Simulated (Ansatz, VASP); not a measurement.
This is a calculation of AlNi for Ansatz 0.2.0.

File input.yaml:

```yaml
crystal:
  lattice:
    - [2.881, 0.0, 0.0]
    - [0.0, 2.881, 0.0]
    - [0.0, 0.0, 2.881]
  atoms:
    - { symbol: Ni, position: [0.5, 0.5, 0.5], spin: 1.0 }
    - { symbol: Al, position: [0.0, 0.0, 0.0] }
kpoints:
  mp_grid: { grid: [9, 9, 9] }
scf:
  occupations: { method: gaussian, width: 0.024 }
hamiltonian:
  xc: pbe
  pseudopotentials: { kind: all_electron, lapw: { basis_error: 0.001 } }
magnetization:
  spin_polarized: true
output:
  forces: true
  stress: true
  eigenvalues: true
```

Potentials or basis: all-electron LAPW, scalar-relativistic.

The run is started by

```bash
$ ansatz run input.yaml --threads 2 --pin off --max-ram 6144MiB --backend cpu --events-out ev --progress --plain --runs-dir out
```

Problem. Translate it to VASP 6.6.1. Potentials there: VASP PAW PBE potentials, release 64 (Ni, Al).

Solution. As run (the cutoff follows the program's own potentials):

Contents of INCAR:

```
SYSTEM = AlNi
ALGO = Fast
EDIFF = 1E-7
ENCUT = 520
GGA = PE
ISIF = 2
ISMEAR = 0
ISPIN = 2
LASPH = .TRUE.
LCHARG = .TRUE.
LELF = .TRUE.
LMAXMIX = 4
LORBIT = 11
LREAL = .FALSE.
LVHAR = .TRUE.
LWAVE = .FALSE.
MAGMOM = 1 0
NBANDS = 18
NELM = 150
PREC = Accurate
SIGMA = 0.024
```

The input KPOINTS:

```
k-points
0
G
  9 9 9
  0 0 0
```

Contents of POSCAR:

```
AlNi
1.0
    2.8810000000      0.0000000000      0.0000000000
    0.0000000000      2.8810000000      0.0000000000
    0.0000000000      0.0000000000      2.8810000000
Ni Al
1 1
Direct
    0.5000000000      0.5000000000      0.5000000000
    0.0000000000      0.0000000000      0.0000000000
```

Potentials or basis: VASP PAW PBE potentials, release 64 (Ni, Al).

Launch:

```sh
$ cat potpaw_PBE.64/Ni/POTCAR potpaw_PBE.64/Al/POTCAR > POTCAR
$ mpirun -np 1 vasp_std > vasp.out
```

Both were run:

|  | VASP | Ansatz | Ansatz less VASP |
| --- | --- | --- | --- |
| gap on the k mesh at the Fermi level (eV) | none | none | - |
| pressure (GPa) | 1.9 | 1.9 | -0.01 |
| net moment per atom (μB) | 0.00 | 0.00 | 0.000 |

A gap of «none» marks a metal or a gap that the smearing closes. Ansatz ran all-electron here, so the differences hold the error of VASP's frozen core and of both bases.

Caveats: the starting moments weren't kept (Ansatz).
